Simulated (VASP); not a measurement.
Write the native input for VASP 6.6.1 that does the following.

```
Task                   : relaxation of cell and atoms
Functional             : MS2
Potentials or basis    : VASP PAW PBE potentials, release 64 (V_sv)
Cutoff                 : 600 eV
k mesh                 : 12 × 12 × 12
Occupations            : methfessel-paxton, width 0.1 eV
Spin                   : collinear spin, ferromagnetic start
Starting moments       : [2.0] μB
Further INCAR settings : ALGO = Normal; EDIFF = 1e-06; IBRION = 2; EDIFFG = -0.01; NSW = 60; ISIF = 3
```

The structure of V lies in POSCAR:

```
V
1.0
   -1.5143500000      1.5143500000      1.5143500000
    1.5143500000     -1.5143500000      1.5143500000
    1.5143500000      1.5143500000     -1.5143500000
V
1
Direct
    0.0000000000      0.0000000000      0.0000000000
```

These files were run (other wordings do the same):

INCAR

```
SYSTEM = V
PREC = Accurate
ENCUT = 600
EDIFF = 1E-6
ISMEAR = 1
SIGMA = 0.1
LREAL = .FALSE.
LASPH = .TRUE.
NELM = 120
ALGO = Normal
ISIF = 3
LWAVE = .FALSE.
LCHARG = .FALSE.
ISPIN = 2
MAGMOM = 2
LORBIT = 11
LMAXMIX = 4
METAGGA = MS2
LMIXTAU = .TRUE.
IBRION = 2
NSW = 60
EDIFFG = -0.01
```

KPOINTS

```
regular mesh
0
G
  12 12 12
  0 0 0
```

Potentials or basis: VASP PAW PBE potentials, release 64 (V_sv).

The run is started by

```sh
$ cat potpaw_PBE.64/V_sv/POTCAR > POTCAR
$ mpirun -np 1 vasp_std > vasp.out
```

Results of the run:

```yaml
Relaxed_volume: 13.23 Å³/atom
Relaxed_cell: a = 2.580 Å, b = 2.580 Å, c = 2.580 Å, α = 109.47°, β = 109.47°, γ = 109.47°
Space_group_after_relaxing_to_0.05_Å: Im-3m (No. 229)
Energy_gained_by_relaxing: 11.4 meV/atom
Ionic_steps: 4
Pressure_after_relaxing: 0.0 GPa
Band_gap_on_the_k_mesh: none (metal or under the smearing width)
Net_moment: 0.25 μB per cell
Site_moments: V +0.21 μB
Valence_electrons_inside_the_program's_atomic_spheres: V 11.67
```

Caveat: the PAW data sets were made with another functional, which shifts forces and pressure a little.

It took 2.8 min on 1 thread of Intel(R) Xeon(R) Platinum 8488C (Sapphire Rapids), with other jobs on the host, peak memory 0.18 GiB.
